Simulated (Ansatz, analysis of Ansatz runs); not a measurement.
## Can an added hole hop between Cl atoms in SrCl2 (Fm-3m)?

Question: does an added hole stay on the Cl atom where it is started in SrCl2 (Fm-3m), and if so, how high is the barrier for a hop to another Cl site nearby? Model: a cell of 81 host atoms.

Calculated with Ansatz 0.2.0; plane-wave PAW DFT, PBEsol+U; relaxation of all atoms of a supercell at fixed charge in a uniform background; PAW set soft_1.

This is a report of a sequence of runs, with most program output left out.

## 1. Starting point

The cell holds 81 atoms: 27 Sr and 54 Cl. Its edges and angles: a = 14.654 Å, b = 14.654 Å, c = 14.654 Å, α = 60.0°, β = 60.0°, γ = 60.0°. It derives from SrCl2 (space group Fm-3m). Nearest the centre at fractional (0.417, 0.417, 0.583): Sr43 at 1.73 Å, Cl14 at 2.44 Å, Cl42 at 2.44 Å, Cl32 at 2.44 Å, Cl45 at 2.44 Å, Sr49 at 3.86 Å, Sr52 at 3.86 Å, Sr67 at 3.86 Å.

Hubbard terms: Cl p 7.0 eV. They were chosen, not fitted, to curb self-interaction in the shells named, the trial site's among them. The two sites are Cl42 and Cl45. The cell's shortest repeat is 14.7 Å.

## 2. The cell without the carrier

The neutral cell is relaxed first, from small random displacements, so that bond lengths and moments with the carrier can be set beside those of a relaxed cell without it.

neutral.relax/input.yaml reads:

```yaml
crystal:
  lattice:
    - [0.0, 10.3618188, 10.3618188]
    - [10.3618188, 0.0, 10.3618188]
    - [10.3618188, 10.3618188, 0.0]
  atoms:
    - { symbol: Sr, position: [0.0, 0.0, 0.0] }
    - { symbol: Cl, position: [0.25, 0.25, 0.25] }
    - { symbol: Cl, position: [0.083333, 0.083333, 0.083333] }
    - { symbol: Sr, position: [0.0, 0.0, 0.333333] }
    - { symbol: Cl, position: [0.25, 0.25, 0.583333] }
    - { symbol: Cl, position: [0.083333, 0.083333, 0.416667] }
    - { symbol: Sr, position: [0.0, 0.0, 0.666667] }
    - { symbol: Cl, position: [0.25, 0.25, 0.916667] }
[... 69 atom lines left out ...]
    - { symbol: Cl, position: [0.75, 0.75, 0.416667] }
    - { symbol: Sr, position: [0.666667, 0.666667, 0.666667] }
    - { symbol: Cl, position: [0.916667, 0.916667, 0.916667] }
    - { symbol: Cl, position: [0.75, 0.75, 0.75] }
basis:
  ecutwfc: 420
  xc_grid: 2
hamiltonian:
  xc: pbesol
  hubbard:
    sites: [{ species: Cl, l: p, u_eff: 7.0 }]
    projectors: ortho-atomic
  pseudopotentials: { kind: paw, azcp: { folder: soft_1 }, xc_functional: pbe }
kpoints:
  mp_grid: { grid: [1, 1, 1] }
scf:
  occupations: { method: fermi_dirac, width: 0.01 }
  max_iter: 120
  lower_state_search: "off"
output:
  forces: true
relax:
  f_tol: 0.02
  max_steps: 70
  random_displacement: { amplitude: 0.04, seed: 8813 }
checkpoint:
  write: "../neutral.relax.run"
  compress: false
  write_wavefunctions: true
  write_every: 100000
```

Run with:

```sh
ansatz run input.yaml --threads 8 --pin off --max-ram 17899MiB --backend cpu --events-out ev --progress --plain --runs-dir out
```

Run time: 61 s. Hardware: 8 threads of Arm Neoverse V1, shared host; peak memory 2.9 GiB; 7.6 min of CPU time.

The largest displacement from an ideal site is 0.003 Å.

## 3. The hole on the first site

The nearest neighbour or neighbours of the site start displaced and the site's starting moment is changed by the carrier's spin, since a carrier doesn't trap itself in the undistorted lattice.

A.relax/input.yaml reads:

```yaml
crystal:
  lattice:
    - [0.0, 10.3618188, 10.3618188]
    - [10.3618188, 0.0, 10.3618188]
    - [10.3618188, 10.3618188, 0.0]
  atoms:
    - { symbol: Sr, position: [0.000638, -0.000177, -2.4e-05] }
    - { symbol: Cl, position: [0.25046, 0.249735, 0.250042] }
    - { symbol: Cl, position: [0.083918, 0.083079, 0.083399] }
    - { symbol: Sr, position: [0.000641, -0.000235, 0.333295] }
    - { symbol: Cl, position: [0.250466, 0.24978, 0.583459] }
    - { symbol: Cl, position: [0.083758, 0.083079, 0.416835] }
    - { symbol: Sr, position: [0.000527, -0.000311, 0.666698] }
    - { symbol: Cl, position: [0.250676, 0.249581, 0.916762] }
[... 69 atom lines left out ...]
    - { symbol: Cl, position: [0.750638, 0.749588, 0.416796] }
    - { symbol: Sr, position: [0.667246, 0.666472, 0.666719] }
    - { symbol: Cl, position: [0.917249, 0.916365, 0.91669] }
    - { symbol: Cl, position: [0.750449, 0.74971, 0.750061] }
total_charge: 1
basis:
  ecutwfc: 420
  xc_grid: 2
hamiltonian:
  xc: pbesol
  hubbard:
    sites: [{ species: Cl, l: p, u_eff: 7.0 }]
    projectors: ortho-atomic
  pseudopotentials: { kind: paw, azcp: { folder: soft_1 }, xc_functional: pbe }
kpoints:
  mp_grid: { grid: [1, 1, 1] }
magnetization:
  spin_polarized: true
  initial_magnetization: 1
  spin_locking: { lock_magnetization: hard }
scf:
  occupations: { method: fermi_dirac, width: 0.01 }
  max_iter: 120
  lower_state_search: "off"
output:
  forces: true
relax:
  f_tol: 0.015
  max_steps: 70
  escape_saddle: false
checkpoint:
  write: "../A.relax.run"
  compress: false
  write_wavefunctions: true
  write_every: 100000
```

Elapsed: 12 min, on 8 threads; peak memory 4.8 GiB; 1.6 h of CPU time.

Step by step:

```csv
step,energy less that of the first step (eV),largest force component (eV/Å)
1,0.0000,0.6991
2,-0.3981,0.2777
3,-0.4953,0.1529
4,-0.5290,0.0957
5,-0.5438,0.0532
6,-0.5488,0.0375
7,-0.5512,0.0213
8,-0.5520,0.0109
```

The atoms that moved most (Å):

```csv
atom,dx,dy,dz,length
Cl29,0.410,0.004,-0.002,0.410
Cl14,-0.401,-0.006,-0.006,0.401
Cl57,0.142,-0.002,-0.002,0.142
Cl27,-0.138,0.001,0.002,0.138
Sr49,-0.001,-0.081,0.081,0.115
Sr67,0.002,0.081,0.081,0.115
Sr43,0.001,0.081,-0.080,0.114
Sr40,0.000,-0.081,-0.080,0.113
```

The moves above count from the input, in which the site's nearest neighbours were already displaced; the distances below compare with the cell without the carrier.

Distances from Cl42 without and with the hole:

```csv
atom,without (Å),with (Å)
Sr40,2.99,3.23
Sr43,2.99,3.23
Sr67,2.99,3.25
Sr49,2.99,3.24
Cl14,3.45,3.05
Cl29,3.45,3.05
Cl5,3.45,3.36
Cl11,3.45,3.37
Cl32,3.45,3.37
Cl38,3.45,3.37
```

The largest changes of the moments are 0.83 μB on Cl42, 0.04 μB on Cl14 and 0.04 μB on Cl29. The largest part sits on the chosen site.

## 4. The hole on the second site

The same start is made on the second site, to get the end of the hop.

B.relax/input.yaml reads:

```yaml
crystal:
  lattice:
    - [0.0, 10.3618188, 10.3618188]
    - [10.3618188, 0.0, 10.3618188]
    - [10.3618188, 10.3618188, 0.0]
  atoms:
    - { symbol: Sr, position: [0.000638, -0.000177, -2.4e-05] }
    - { symbol: Cl, position: [0.25046, 0.249735, 0.250042] }
[... 11 atom lines left out ...]
    - { symbol: Cl, position: [0.250804, 0.58306, 0.583226] }
[... 17 atom lines left out ...]
    - { symbol: Cl, position: [0.583993, 0.249805, 0.583261] }
[... 9 atom lines left out ...]
    - { symbol: Cl, position: [0.417271, 0.416366, 0.416654] }
    - { symbol: Sr, position: [0.329858, 0.328805, 0.662454] }
[... 1 atom line left out ...]
    - { symbol: Cl, position: [0.41726, 0.416318, 0.750064], spin: 1.0 }
[... 3 atom lines left out ...]
    - { symbol: Sr, position: [0.333986, 0.666422, 0.333286] }
[... 31 atom lines left out ...]
    - { symbol: Cl, position: [0.750449, 0.74971, 0.750061] }
total_charge: 1
basis:
  ecutwfc: 420
  xc_grid: 2
hamiltonian:
  xc: pbesol
  hubbard:
    sites: [{ species: Cl, l: p, u_eff: 7.0 }]
    projectors: ortho-atomic
  pseudopotentials: { kind: paw, azcp: { folder: soft_1 }, xc_functional: pbe }
kpoints:
  mp_grid: { grid: [1, 1, 1] }
magnetization:
  spin_polarized: true
  initial_magnetization: 1
  spin_locking: { lock_magnetization: hard }
scf:
  occupations: { method: fermi_dirac, width: 0.01 }
  max_iter: 120
  lower_state_search: "off"
output:
  forces: true
relax:
  f_tol: 0.015
  max_steps: 70
  escape_saddle: false
checkpoint:
  write: "../B.relax.run"
  compress: false
  write_wavefunctions: true
  write_every: 100000
```

The job ended after 9.1 min (8 threads; peak memory 4.8 GiB).

Distances from Cl45 without and with the hole:

```csv
atom,without (Å),with (Å)
Sr43,2.99,3.23
Sr37,2.99,3.23
Sr70,2.99,3.25
Sr52,2.99,3.24
Cl14,3.45,3.05
Cl35,3.45,3.05
Cl8,3.45,3.36
Cl17,3.45,3.36
Cl32,3.45,3.37
Cl41,3.45,3.37
```

The largest changes of the moments are 0.84 μB on Cl45, 0.04 μB on Cl14 and 0.04 μB on Cl35. The largest part sits on the chosen site.

## 5. Points on the line between the two structures

All atoms move on the straight line between the two relaxed structures, 9.02 amu^1/2 Å long in mass-weighted terms. Each point starts from the state of the point before, once from either end, so that both localised states can be followed; the midpoint is also started with the carrier shared.

A.x0500/input.yaml reads:

```yaml
crystal:
  lattice:
    - [0.0, 10.3618188, 10.3618188]
    - [10.3618188, 0.0, 10.3618188]
    - [10.3618188, 10.3618188, 0.0]
  atoms:
    - { symbol: Sr, position: [-0.000211, 0.000251, 0.000108] }
    - { symbol: Cl, position: [0.246906, 0.247726, 0.252872] }
[... 11 atom lines left out ...]
    - { symbol: Cl, position: [0.269411, 0.563856, 0.583442] }
[... 17 atom lines left out ...]
    - { symbol: Cl, position: [0.579718, 0.254189, 0.583219] }
[... 9 atom lines left out ...]
    - { symbol: Cl, position: [0.415495, 0.415835, 0.417765], spin: 1.0 }
    - { symbol: Sr, position: [0.329853, 0.321041, 0.674818] }
[... 1 atom line left out ...]
    - { symbol: Cl, position: [0.415457, 0.415827, 0.751265] }
[... 21 atom lines left out ...]
    - { symbol: Sr, position: [0.677544, 0.330876, 0.330872] }
[... 13 atom lines left out ...]
    - { symbol: Cl, position: [0.750631, 0.748966, 0.75033] }
total_charge: 1
basis:
  ecutwfc: 420
  xc_grid: 2
hamiltonian:
  xc: pbesol
  hubbard:
    sites: [{ species: Cl, l: p, u_eff: 7.0 }]
    projectors: ortho-atomic
  pseudopotentials: { kind: paw, azcp: { folder: soft_1 }, xc_functional: pbe }
kpoints:
  mp_grid: { grid: [1, 1, 1] }
magnetization:
  spin_polarized: true
  initial_magnetization: 1
  spin_locking: { lock_magnetization: hard }
scf:
  occupations: { method: fermi_dirac, width: 0.01 }
  max_iter: 120
  lower_state_search: "off"
output:
  forces: true
  eigenvalues: true
  eigenstates: { localisation: true }
  write_density: true
  write_potential: true
  volumetric_format: npy
checkpoint:
  read: "../A.x0375.run"
  write: "../A.x0500.run"
  compress: false
  write_wavefunctions: true
  write_every: 100000
```

It took 88 s on 8 threads; peak memory 4.9 GiB.

From eigenstates.tsv, first k-point; energies on the run's zero. The participation number counts the atoms that a state is spread over, of 81; bands count from 0.

```csv
spin,band,energy (eV),occupation,participation,largest share on,share
down,317,0.277,1.00,16.8,Cl35,0.18
down,318,0.285,1.00,21.0,Cl41,0.09
down,319,0.345,1.00,6.2,Cl35,0.34
down,320,0.686,1.00,3.0,Cl45,0.55
down,321,0.702,1.00,3.0,Cl45,0.55
down,322,0.919,1.00,2.6,Cl45,0.57
down,323,2.804,0.00,1.3,Cl42,0.86
down,324,8.658,0.00,67.2,Cl42,0.05
down,325,8.802,0.00,21.4,Sr40,0.14
down,326,8.811,0.00,20.7,Sr40,0.13
down,327,8.859,0.00,27.3,Sr67,0.12
up,318,0.278,1.00,15.6,Cl35,0.19
up,319,0.285,1.00,21.4,Cl41,0.09
up,320,0.345,1.00,6.2,Cl35,0.34
up,321,0.686,1.00,3.0,Cl45,0.55
up,322,0.702,1.00,3.0,Cl45,0.55
up,323,0.915,1.00,2.6,Cl45,0.57
up,324,8.635,0.00,60.1,Cl42,0.06
up,325,8.742,0.00,18.9,Sr40,0.13
up,326,8.767,0.00,19.8,Sr40,0.12
up,327,8.839,0.00,26.2,Sr67,0.12
up,328,8.973,0.00,40.7,Sr67,0.08
```

Under PBEsol+U (7 eV) at the zone centre alone, the highest filled state is spin down, spread over 3 of 81 atoms, and the lowest empty one, 1.89 eV above it, is spin down, spread over 1 of 81 atoms.

The largest moments in the atoms' spheres: Cl42 0.84, Cl14 0.04, Cl29 0.03, Sr40 0.00, Cl27 0.00, Cl57 0.00 μB.

Spin density in the ac plane at fractional y = 0.417, through the centre, with atoms of Cl within 0.45 Å of it.

Ten even steps from '0' (0.00 e/Å³) to '9' (0.36 e/Å³), each cell a mean:
```
00000000000000000000000000000000000000000
00000000000000000000000000000000000000000
00000000000000000000000000000000000000000
00000000000000000000000000000000000000000
00000000000000000000000000000000000000000
00000000000000000000000000000000000000000
00000000000000000000000000000000000000000
00000000000000000000000000000000000000000
00000000000000000000000000000000000000000
00000000000000000000000000000000000000000
00000000000000000000000000000000000000000
00000000000000121000000000000000000000000
00000000000000279510000000000000000000000
00000000000000014410000000000000000000000
00000000000000003872000000000000000000000
00000000000000001464100000000000000000000
00000000000000000000000000000000000000000
00000000000000000000000000000000000000000
00000000000000000000000000000000000000000
00000000000000000000000000000000000000000
00000000000000000000000000000000000000000
00000000000000000000000000000000000000000
00000000000000000000000000000000000000000
00000000000000000000000000000000000000000
```
Columns run along a (14.7 Å), rows up along c (14.7 Å). Atoms in or near the plane, at fractional coordinates: Cl at (0.08, 0.08), Cl at (0.08, 0.42), Cl at (0.09, 0.75), Cl at (0.42, 0.09), Cl at (0.42, 0.42), Cl at (0.42, 0.75), Cl at (0.75, 0.08), Cl at (0.75, 0.42), Cl at (0.75, 0.75).

Valence density in the ac plane at fractional y = 0.417, through the centre, with atoms of Cl within 0.45 Å of it. It is the smooth field of the valence electrons, not physical close to the nuclei.

Ten even steps from '0' (0.0 e/Å³) to '9' (1.7 e/Å³), each cell a mean:
```
10000000000122100000000012321000000000123
10000000000001000000000000111000000000001
00000000000000000000000000000000000000000
11110000000000111000000000001110000000000
25764100000001477520000000024774200000000
27968620000001497685100000015977831000000
03788951000000148898300000002688972000000
00134531000000002344200001100124542000111
10000000000111000000000001221000000000123
10000000000000000000000000111000000000001
00000000000000000000000000000000000000000
11100000000000110000000000001110000000000
36763100000001366520000000014775200000001
27968620000001497695100000015977841000000
13788941000000148798300000002588972000000
00134431000110001343200001100124542000111
10000000000222100000000001221000000000123
10000000000011100000000000111000000000011
00000000000000000000000000000000000000000
11110000000000111000000000001110000000000
36764100000001477520000000024775200000001
27968620000001497685100000015977831000000
13789941000000148898310000002588972000000
00134431001111002344210012100124532000111
```
Columns run along a (14.7 Å), rows up along c (14.7 Å). Atoms in or near the plane, at fractional coordinates: Cl at (0.08, 0.08), Cl at (0.08, 0.42), Cl at (0.09, 0.75), Cl at (0.42, 0.09), Cl at (0.42, 0.42), Cl at (0.42, 0.75), Cl at (0.75, 0.08), Cl at (0.75, 0.42), Cl at (0.75, 0.75).

Electrostatic potential energy in the ac plane at fractional y = 0.417, through the centre, with atoms of Cl within 0.45 Å of it. With pseudopotentials it is smooth inside the atoms' cores, unlike the true potential.

Ten even steps from '0' (-34 eV) to '9' (10 eV), each cell a mean:
```
78999999998766789999999876567899999998766
77899999999887889999999987777889999999877
88999999999999999999999999888899999999998
99999999999999999999999999999999999999999
85347999999999743589999999996446899999999
83000489999999710016999999995000279999999
98300169998899962003899998998510048998889
89976689988788999767999887788986679988777
78899999998777899999999987667899999998766
77899999998887889999999998777889999999877
88999999999988889999999999988899999999998
99999999999998888899999999999999999999999
85347999999998622479999999997446899999999
83000489999998600015899999996100279999999
97300169988888851002788888898510038998889
89976689987777888656888877788986578988777
78899999987666788988999887667899999998766
77899999998877788999999988777889999999877
88999999999988889999999999888899999999998
99999999999999999999999999999999999999999
85347999999999743589999999996336899999999
83000489999999710016999999995000279999999
97300169988889962002899888898510048998889
89986689987777898767899876788986679988777
```
Columns run along a (14.7 Å; values clipped at the 3rd and 97th percentile), rows up along c (14.7 Å). Atoms in or near the plane, at fractional coordinates: Cl at (0.08, 0.08), Cl at (0.08, 0.42), Cl at (0.09, 0.75), Cl at (0.42, 0.09), Cl at (0.42, 0.42), Cl at (0.42, 0.75), Cl at (0.75, 0.08), Cl at (0.75, 0.42), Cl at (0.75, 0.75).

Free energies from the first end:

```csv
started from,fraction,energy (eV),moment change on Cl42 (μB),on Cl45 (μB)
first site,0,0.000,0.83,0.00
first site,0.125,0.040,0.84,0.00
first site,0.25,0.160,0.85,0.00
first site,0.375,0.359,0.85,0.00
first site,0.5,0.636,0.84,0.00
first site,0.625,0.991,0.83,0.00
second site,0.875,0.042,0.00,0.84
second site,0.75,0.164,0.00,0.85
second site,0.625,0.366,0.00,0.85
second site,0.5,0.646,0.00,0.84
second site,0.375,1.004,0.00,0.83
shared,0.5,0.636,0.84,0.00
second site,1,0.000,0.00,0.84
```

## 6. Results

```
barrier forward                               : 0.64 eV
barrier backward                              : 0.64 eV
distance of the two sites without the carrier : 4.89 Å
carrier at the midpoint                       : on one site
```

On this line the hole must cross about 0.64 eV to hop 4.89 Å; both ends have the same energy within 0.005 eV. The top lies between computed points: the barrier is read where straight lines through the two branches cross, near a fraction of 0.50. At the midpoint the lowest state found keeps the carrier on one site, so the two localised curves cross in a cusp. This suggests weak coupling and a hop slower than the barrier alone implies, though U itself penalises the shared state. The start with the carrier shared fell onto one site. With an assumed attempt frequency of 1e13 per second the rate at 300 K would be 2e+02 per second for this barrier, if every crossing succeeded. A straight line need not be the lowest path, so the true barrier at this U can be lower, or higher if the ends can still break their symmetry. A shorter hop, 3.45 Å to Cl14, was not computed. No run compares the localised hole with one spread in the band, so its binding is unknown and the barrier may exceed it. Holes in halides commonly bind two halogen atoms into a pair. A U on single atoms favours the one-atom state followed here, and no pair was tried, so these numbers may not belong to the actual polaron. The program's search for lower electronic states was switched off in all runs, so that each state is followed; none is shown to be the lowest at its structure. No image-charge correction is applied; it nearly cancels along the line while the charge stays localised. Keep in mind: gap and trapping depend on the U chosen (Cl p 7.0 eV).

[Logs are printed without paths, hosts, clocks, repeated set-up lines and the standing remarks that a program may print on its own settings, such as how far it seeks lower states.]

[Hosts, paths, dates, database ids (printed as entryN), source tags and the programs' standing remarks are cut or masked in the printed files.]
